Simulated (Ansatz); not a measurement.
Take InN in the zinc blende structure (space group F-43m, No. 216; a = 5.049 Å) as the base. Axes: x, y, z lie along the cube axes.

Calculations: PBE/PAW in Ansatz (a quantum-chemistry and plane-wave program), scalar-relativistic without spin-orbit coupling.

Strains are applied to the cell and any free atomic positions relax; under biaxial strain the out-of-plane vector relaxes too.

One change was made to it. Results:

```json
[
 {"quantity": "energy relative to the base (free energy F)", "base": "0 meV/atom", "after": "+1.6 meV/atom"},
 {"quantity": "pressure (mean of the normal stresses, compression positive)", "base": "0.0 GPa", "after": "-0.7 GPa"},
 {"quantity": "band gap", "base": "zero", "after": "zero"}
]
```

Task: Which change produced these results?
(A) strain tensor (xx, yy, zz, yz, xz, xy) = (−0.13, −2.02, +1.58, −0.37, −0.80, −0.19) %
(B) strain tensor (xx, yy, zz, yz, xz, xy) = (+0.25, +0.51, −0.16, −0.47, −0.78, −0.06) %
(C) biaxial strain −0.74 %, plane normal [001], relaxed out of plane
(D) biaxial strain −3.74 %, plane normal [110], relaxed out of plane

Result: B, strain tensor (xx, yy, zz, yz, xz, xy) = (+0.25, +0.51, −0.16, −0.47, −0.78, −0.06) %. For comparison, the pressure in the other runs: biaxial strain −3.74 %, plane normal [110], relaxed out of plane gives 5.7 GPa; strain tensor (xx, yy, zz, yz, xz, xy) = (−0.13, −2.02, +1.58, −0.37, −0.80, −0.19) % gives 0.7 GPa; biaxial strain −0.74 %, plane normal [001], relaxed out of plane gives 0.7 GPa.

A case with no gap was solved on a k-mesh chosen for an insulator, which is coarse for it. No phonon test of stability was made. The final runs are not spin-polarised. Gaps under 0.05 eV, about the width of the smearing, are given as zero. This is not the structure that InN has at room temperature and ambient pressure. A zero or small gap of InN can be the functional's error rather than a property of the material.
